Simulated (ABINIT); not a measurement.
# MgO (Fm-3m) in ABINIT: settings compared, part 2 of 2

ABINIT 10.8.3 (patched build).

## (4) Band structure, AM05

run.abi reads:

```
ndtset 2

pp_dirpath "./"
pseudos "Mg.GGA_PBE-JTH.xml, O.GGA_PBE-JTH.xml"

acell 3*1.0 Angstrom
rprim
     0.0000000000     2.0970013927     2.0970013927
     2.0970013927     0.0000000000     2.0970013927
     2.0970013927     2.0970013927     0.0000000000
ntypat 2
znucl 12 8
natom 2
typat 1 2
xred
     0.0000000000     0.0000000000     0.0000000000
     0.5000000000     0.5000000000     0.5000000000

ecut 23.0
pawecutdg 45.0

ixc -120135

occopt 3
tsmear 0.00183747

nstep 100

iomode 3
prtwf 0
prteig 0
prtebands 0
enunit 1
prtden1 1

kptopt1 1
ngkpt1 11 11 11
nshiftk1 1
shiftk1 0.0 0.0 0.0
nband1 12
tolvrs1 1.0e-9

iscf2 -2
getden2 1
nband2 18
nbdbuf2 4
tolwfr2 1.0e-11
kptopt2 -9
ndivsm2 5
prteig2 1
prtvol2 -3
kptbounds2
     0.0000000000     0.0000000000     0.0000000000
     0.5000000000     0.0000000000     0.5000000000
     0.5000000000     0.2500000000     0.7500000000
     0.3750000000     0.3750000000     0.7500000000
     0.0000000000     0.0000000000     0.0000000000
     0.5000000000     0.5000000000     0.5000000000
     0.6250000000     0.2500000000     0.6250000000
     0.5000000000     0.2500000000     0.7500000000
     0.5000000000     0.5000000000     0.5000000000
     0.3750000000     0.3750000000     0.7500000000
```

Potentials or basis: JTH PAW PBE v2.0.

Command:

```bash
abinit run.abi > log 2>&1
```

run.abo:

```text
.Version 10.8.3 of ABINIT
 DATASET    1 : space group Fm -3 m (#225); Bravais cF (face-center cubic)
================================================================================
 Values of the parameters that define the memory need for DATASET  1.
     intxc =       0    ionmov =       0      iscf =      17    lmnmax =       8
     lnmax =       4     mgfft =      27  mpssoang =       2    mqgrid =    3001
     natom =       2  nloc_mem =       2    nspden =       1   nspinor =       1
    nsppol =       1      nsym =      48    n1xccc =       1    ntypat =       2
    occopt =       3   xclevel =       2
       mpw =         670          nfft =       19683          nkpt =          56
 PAW method is used; the additional fine FFT grid is defined by:
   mgfftf=        36    nfftf =     46656
================================================================================
================================================================================

 DATASET    2 : space group Fm -3 m (#225); Bravais cF (face-center cubic)
================================================================================
 Values of the parameters that define the memory need for DATASET  2.
     intxc =       0    ionmov =       0      iscf =      -2    lmnmax =       8
     lnmax =       4     mgfft =      27  mpssoang =       2    mqgrid =    3001
     natom =       2  nloc_mem =       2    nspden =       1   nspinor =       1
    nsppol =       1      nsym =      48    n1xccc =       1    ntypat =       2
    occopt =       3   xclevel =       2
       mpw =         670          nfft =       19683          nkpt =          87
 PAW method is used; the additional fine FFT grid is defined by:
   mgfftf=        36    nfftf =     46656
[... 968 lines left out ...]
  30.74953   31.91713
 kpt#   5, nband= 18, wtk=  1.00000, kpt=  0.1429  0.0000  0.1429 (reduced coord)
[... 317 lines left out ...]
  15.41574   17.73578   18.72463   23.18122   24.84364   28.97512   32.16957   34.38145
  34.77372   38.11935
 kpt#  85, nband= 18, wtk=  1.00000, kpt=  0.4028  0.4028  0.6944 (reduced coord)
 -66.04190  -33.19048  -33.16802  -33.14087  -10.04767    1.90060    2.89973    4.50986
  15.63799   17.69705   18.32443   23.44649   24.39277   29.44153   32.99743   34.01077
  34.44398   39.12702
 kpt#  86, nband= 18, wtk=  1.00000, kpt=  0.3889  0.3889  0.7222 (reduced coord)
 -66.04157  -33.18629  -33.17332  -33.14286  -10.01918    2.05640    2.71308    4.44638
  15.67206   17.67787   18.07230   23.66365   24.09950   30.03083   33.28654   33.98426
  34.12569   40.28184
 kpt#  87, nband= 18, wtk=  1.00000, kpt=  0.3750  0.3750  0.7500 (reduced coord)
 -66.04139  -33.18677  -33.17288  -33.14454  -10.00597    2.00797    2.79987    4.39581
  15.58091   17.46575   18.09748   23.82518   23.97354   30.70257   33.03635   33.84510
  34.33268   41.15523

== END DATASET(S) ==============================================================
================================================================================

 -outvars: echo values of variables after computation  --------
            acell      1.8897261259E+00  1.8897261259E+00  1.8897261259E+00 Bohr
           etotal1    -7.9556561945E+01
            fcart1    -0.0000000000E+00 -0.0000000000E+00 -0.0000000000E+00
                      -0.0000000000E+00 -0.0000000000E+00 -0.0000000000E+00
            rprim      0.0000000000E+00  2.0970013927E+00  2.0970013927E+00
                       2.0970013927E+00  0.0000000000E+00  2.0970013927E+00
                       2.0970013927E+00  2.0970013927E+00  0.0000000000E+00
           strten1    -1.1409407125E-04 -1.1409407125E-04 -1.1409407125E-04
                       0.0000000000E+00  0.0000000000E+00  0.0000000000E+00
           xangst      0.0000000000E+00  0.0000000000E+00  0.0000000000E+00
                       2.0970013927E+00  2.0970013927E+00  2.0970013927E+00
             xred      0.0000000000E+00  0.0000000000E+00  0.0000000000E+00
                       5.0000000000E-01  5.0000000000E-01  5.0000000000E-01
 Calculation completed.
```

Run time: 35 s. Hardware: 1 thread of Arm Neoverse V1, shared host; peak memory 0.12 GiB.

What came out:

```
Free energy                                           : -2164.8443 eV
Pressure                                              : 3.4 GPa
Band gap on the k mesh                                : 4.84 eV, direct
Band gap along the path                               : 4.84 eV, direct
Valence electrons inside the program's atomic spheres : Mg 8.30; O 4.58
```

Levels at the corners of the path, in eV from the valence-band top:
| point | band 4 | band 5 | band 6 | band 7 | band 8 | band 9 | band 10 | band 11 | band 12 | band 13 |
| --- | --- | --- | --- | --- | --- | --- | --- | --- | --- | --- |
| Γ | -38.68 | -17.20 | 0.00 | 0.00 | 0.00 | 4.84 | 15.74 | 15.74 | 15.74 | 19.55 |
| X | -38.72 | -15.60 | -4.15 | -1.37 | -1.37 | 8.96 | 10.10 | 13.14 | 19.13 | 19.13 |
| W | -38.72 | -15.53 | -3.01 | -3.01 | -1.81 | 11.60 | 11.60 | 12.32 | 15.65 | 22.05 |
| K | -38.71 | -15.57 | -3.55 | -2.76 | -1.17 | 10.02 | 11.90 | 12.53 | 18.26 | 18.41 |
| Γ | -38.68 | -17.20 | 0.00 | 0.00 | 0.00 | 4.84 | 15.74 | 15.74 | 15.74 | 19.55 |
| L | -38.69 | -15.82 | -4.71 | -0.68 | -0.68 | 7.87 | 12.69 | 16.37 | 16.37 | 21.07 |
| U | -38.71 | -15.57 | -3.55 | -2.76 | -1.17 | 10.02 | 11.90 | 12.53 | 18.26 | 18.41 |
| W | -38.72 | -15.53 | -3.01 | -3.01 | -1.81 | 11.60 | 11.60 | 12.32 | 15.65 | 22.05 |
| L | -38.69 | -15.82 | -4.71 | -0.68 | -0.68 | 7.87 | 12.69 | 16.37 | 16.37 | 21.07 |
| K | -38.71 | -15.57 | -3.55 | -2.76 | -1.17 | 10.02 | 11.90 | 12.53 | 18.26 | 18.41 |

Caveat: the PAW data sets were made with another functional, which shifts forces and pressure a little.

## (5) Equation of state, PBEsol

run.abi reads:

```
# Datasets: one volume each
ndtset 7
getwfk -1
scalecart1 3*0.9795861087
scalecart2 3*0.9864848297
scalecart3 3*0.9932883884
scalecart4 3*1.0000000000
scalecart5 3*1.0066227096
scalecart6 3*1.0131594038
scalecart7 3*1.0196128224

# Pseudopotentials
pp_dirpath "./"
pseudos "Mg.GGA_PBE-JTH.xml, O.GGA_PBE-JTH.xml"

# Structure
acell 3*1.0
rprim
     0.0000000000     3.9627583152     3.9627583152
     3.9627583152     0.0000000000     3.9627583152
     3.9627583152     3.9627583152     0.0000000000
ntypat 2
znucl 12 8
natom 2
typat 1 2
xred
     0.0000000000     0.0000000000     0.0000000000
     0.5000000000     0.5000000000     0.5000000000

# Plane-wave basis
ecut 19.0
pawecutdg 38.0

# k points
kptopt 1
ngkpt 11 11 11
nshiftk 1
shiftk 0.0 0.0 0.0

# Exchange and correlation
ixc -116133

# Bands and occupations
nband 12
occopt 3
tsmear 0.05 eV

# SCF cycle
nstep 100
tolvrs 1.0e-9

# Output
iomode 3
prtwf 1
prtden 0
prteig 0
prtebands 0
enunit 1
```

Command:

```bash
abinit run.abi > log 2>&1
```

It took 90 s on 1 thread of Arm Neoverse V1, shared host; peak memory 0.12 GiB.

It converged, with:

| Quantity | Value |
| --- | --- |
| Equilibrium volume | 9.39 Å³/atom |
| Bulk modulus | 158 GPa |
| Pressure derivative of the bulk modulus | 3.6 |

Energy against volume, from the lowest point:
| volume (Å³/atom) | energy (meV/atom) |
| --- | --- |
| 8.668 | 30.50 |
| 8.853 | 16.32 |
| 9.037 | 6.81 |
| 9.221 | 1.42 |
| 9.406 | 0.00 |
| 9.590 | 2.13 |
| 9.775 | 7.39 |

Caveat: pressures at fixed basis lie under the slope of the energies; the PAW data sets were made with another functional, which shifts forces and pressure a little.

## (6) Band structure, LDA-PZ

run.abi reads:

```
# Datasets: ground state, then fixed potential
ndtset 2

# Pseudopotentials
pp_dirpath "./"
pseudos "Mg.LDA_PW-JTH.xml, O.LDA_PW-JTH.xml"

# Structure
acell 5.6041865537 5.6041865537 5.6041865537
rprim
     0.0000000000     0.7071067812     0.7071067812
     0.7071067812     0.0000000000     0.7071067812
     0.7071067812     0.7071067812     0.0000000000
ntypat 2
znucl 12 8
natom 2
typat 1 2
xred
     0.0000000000     0.0000000000     0.0000000000
     0.5000000000     0.5000000000     0.5000000000

# Plane-wave basis
ecut 23.0
pawecutdg 45.0

# Exchange and correlation
ixc 2

# Bands and occupations
occopt 3
tsmear 0.00183747

# SCF cycle
nstep 100

# Output
iomode 3
prtwf 0
prteig 0
prtebands 0
prtden1 1

# Dataset 1
kptopt1 1
ngkpt1 11 11 11
nshiftk1 1
shiftk1 0.0 0.0 0.0
nband1 12
tolvrs1 1.0e-9

# Dataset 2: bands along G-X-W-K-G-L-U-W-L-K
iscf2 -2
getden2 1
nband2 18
nbdbuf2 4
tolwfr2 1.0e-11
kptopt2 -9
ndivsm2 6
prteig2 1
kptbounds2
     0.0000000000     0.0000000000     0.0000000000
     0.5000000000     0.0000000000     0.5000000000
     0.5000000000     0.2500000000     0.7500000000
     0.3750000000     0.3750000000     0.7500000000
     0.0000000000     0.0000000000     0.0000000000
     0.5000000000     0.5000000000     0.5000000000
     0.6250000000     0.2500000000     0.6250000000
     0.5000000000     0.2500000000     0.7500000000
     0.5000000000     0.5000000000     0.5000000000
     0.3750000000     0.3750000000     0.7500000000
```

Potentials or basis: JTH PAW LDA v2.0.

Command:

```bash
abinit run.abi > log 2>&1
```

It took 32 s on 1 thread of Arm Neoverse V1, shared host; peak memory 0.12 GiB.

The run converged. Its results:

```yaml
Free_energy: -2170.4787 eV
Pressure: -3.3 GPa
Band_gap_on_the_k_mesh: 4.77 eV, direct
Band_gap_along_the_path: 4.77 eV, direct
Valence_electrons_inside_the_program's_atomic_spheres: Mg 8.31; O 4.57
```

Levels at the corners of the path, in eV from the valence-band top:
| point | band 5 | band 6 | band 7 | band 8 | band 9 | band 10 | band 11 | band 12 |
| --- | --- | --- | --- | --- | --- | --- | --- | --- |
| Γ | -17.07 | 0.00 | 0.00 | 0.00 | 4.77 | 15.59 | 15.59 | 15.59 |
| X | -15.43 | -4.17 | -1.38 | -1.38 | 8.91 | 9.84 | 13.04 | 18.88 |
| W | -15.36 | -3.03 | -3.03 | -1.83 | 11.54 | 11.54 | 12.05 | 15.45 |
| K | -15.39 | -3.57 | -2.79 | -1.18 | 9.94 | 11.67 | 12.45 | 18.01 |
| Γ | -17.07 | 0.00 | 0.00 | 0.00 | 4.77 | 15.59 | 15.59 | 15.59 |
| L | -15.65 | -4.75 | -0.68 | -0.68 | 7.81 | 12.56 | 16.15 | 16.15 |
| U | -15.39 | -3.57 | -2.79 | -1.18 | 9.94 | 11.67 | 12.45 | 18.01 |
| W | -15.36 | -3.03 | -3.03 | -1.83 | 11.54 | 11.54 | 12.05 | 15.45 |
| L | -15.65 | -4.75 | -0.68 | -0.68 | 7.81 | 12.56 | 16.15 | 16.15 |
| K | -15.39 | -3.57 | -2.79 | -1.18 | 9.94 | 11.67 | 12.45 | 18.01 |

## (7) Overview

```tsv
task	level	potentials or basis	cutoff (eV)	fine-grid cutoff	gap on the mesh (eV)	pressure (GPa)	V0 of scaled cells (Å³/atom)	B0 (GPa)
equation of state	revPBE+D3	JTH PAW PBE v2.0	626	1224.51 eV	-	-	9.38	150
equation of state	RPBE	JTH PAW PBE v2.0	626	1224.51 eV	-	-	-	-
band structure	AM05	JTH PAW PBE v2.0	626	1224.51 eV	4.84	3.4	-	-
equation of state	PBEsol	JTH PAW PBE v2.0	517	1034.03 eV	-	-	9.39	158
band structure	LDA-PZ	JTH PAW LDA v2.0	626	1224.51 eV	4.77	-3.3	-	-
```

Alike in all rows: no spin polarisation; cell as given; k mesh 11 × 11 × 11; smearing fermi-dirac 0.05 eV.

Caveats: the PAW data sets were made with another functional, which shifts forces and pressure a little (some runs); pressures at fixed basis lie under the slope of the energies (some runs); the minimum lies outside the volumes run (some runs).

Absolute energies hang on the potentials; compare differences alone.

## (8) How close it comes

Step 4. Measured gap of MgO: 7.83 eV (quoted in “Electronic structure of alkaline earth and post-transition metal oxides”, 2009, arxiv:0908.1581). This calculation gives 4.84 eV (-2.99 eV). The value is that of AM05, without temperature or zero-point motion. Semilocal functionals fall short of measured gaps as a rule. The cell is a database's relaxed one, not the measured one, which moves gaps too.

Step 6. Against the measured gap of MgO, 7.83 eV (quoted in “Electronic structure of alkaline earth and post-transition metal oxides”, 2009, arxiv:0908.1581), the calculated 4.77 eV is off by -3.06 eV. The value is that of LDA-PZ, without temperature or zero-point motion. Semilocal functionals fall short of measured gaps as a rule. The cell is a database's relaxed one, not the measured one, which moves gaps too.
